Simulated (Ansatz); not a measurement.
# ZnF$_{2}$: excitons and shallow donors from band masses and screening

Computed with Ansatz 0.2.0, DFT PBE, scalar-relativistic, plane waves, PAW.

Cutoff 420 eV; k points 6×6×8 on the computed 6-atom cell (Γ-centred); Gaussian smearing, width 0.02 eV; no spin polarisation.

Relaxed cell: P4_2/mnm, a = 4.800 Å, b = 4.800 Å, c = 3.175 Å, α = 90.00°, β = 90.00°, γ = 90.00°, 6 atoms in the primitive cell.

The calculation gives a Kohn–Sham gap of 3.52 eV, an electron mass of 0.434 mₑ and a hole mass of 1.7 mₑ (harmonic means over x, y, z and over the bands degenerate at each edge), and ε∞ = 2.61 (independent particles, mean of the diagonal). Masses and screening differ among the axes, which the isotropic model averages.

Estimate the binding energy and radius of a Wannier–Mott exciton and of a shallow donor, and say whether the hydrogenic model can hold.

The reduced mass is μ = mₙmₕ/(mₙ + mₕ) = 0.345 mₑ, with mₙ and mₕ the band masses. With E_b = 13.606 eV × μ/ε² and a = 0.529 Å × ε/μ (μ in mₑ) the exciton has E_b = 689 meV and a = 4.0 Å. For a donor μ is the electron mass: 865 meV and 3.2 Å. The radius isn't large against the shortest lattice vector (3.18 Å), so the continuum picture is doubtful and the numbers are only a scale. In a polar crystal the ions screen too, so a state bound more weakly than an optical phonon feels the larger static constant, which lowers the energy and widens the orbit. The other way, the small Kohn–Sham gap and the missing local fields make ε∞ too large and the masses tend to be too light, which underbinds. The edges lie at different points of the zone, so the exciton is indirect.

Cost: 4 runs of about 2.4 core-minutes in all, on Intel Xeon Platinum 8488C (Sapphire Rapids) (shared hosts).